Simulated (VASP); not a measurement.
InSb, 2 atoms in the cell. The structure is cubic, space group F-43m (No. 216). The conventional cell has a = 6.633 Å, b = 6.633 Å, c = 6.633 Å, α = 90.00°, β = 90.00°, γ = 90.00°. Around In (site symmetry -43m) lie 4 Sb at 2.87 Å. Sb (site symmetry -43m) is surrounded by 4 In at 2.87 Å. The cell is a database's computed one.

| Item | Value |
| --- | --- |
| Program | VASP 6.6.1 |
| Task | relaxation of cell and atoms |
| Functional | PBE |
| Potentials or basis | VASP PAW PBE potentials, release 64 (In_d, Sb) |
| Cutoff | 600 eV |
| k mesh | 12 × 12 × 12 |
| Occupations | gaussian, width 0.1 eV |
| Spin | no spin polarisation |
| Further INCAR settings | ALGO = Normal; EDIFF = 1e-07; IBRION = 2; EDIFFG = -0.005; NSW = 90; ISIF = 3 |

Potentials or basis: VASP PAW PBE potentials, release 64 (In_d, Sb).

Command:

```console
$ cat potpaw_PBE.64/In_d/POTCAR potpaw_PBE.64/Sb/POTCAR > POTCAR
$ mpirun -np 1 vasp_std > vasp.out
```

Hardware: 1 thread of Intel(R) Xeon(R) 6975P-C (Granite Rapids), with other jobs on the host.

Question: How long does it take, and how much memory?

Answer: It took 63 s on 1 thread of Intel(R) Xeon(R) 6975P-C (Granite Rapids), with other jobs on the host, peak memory 0.3 GiB. Counts: scf iterations 21, k points 72, ion steps 2.
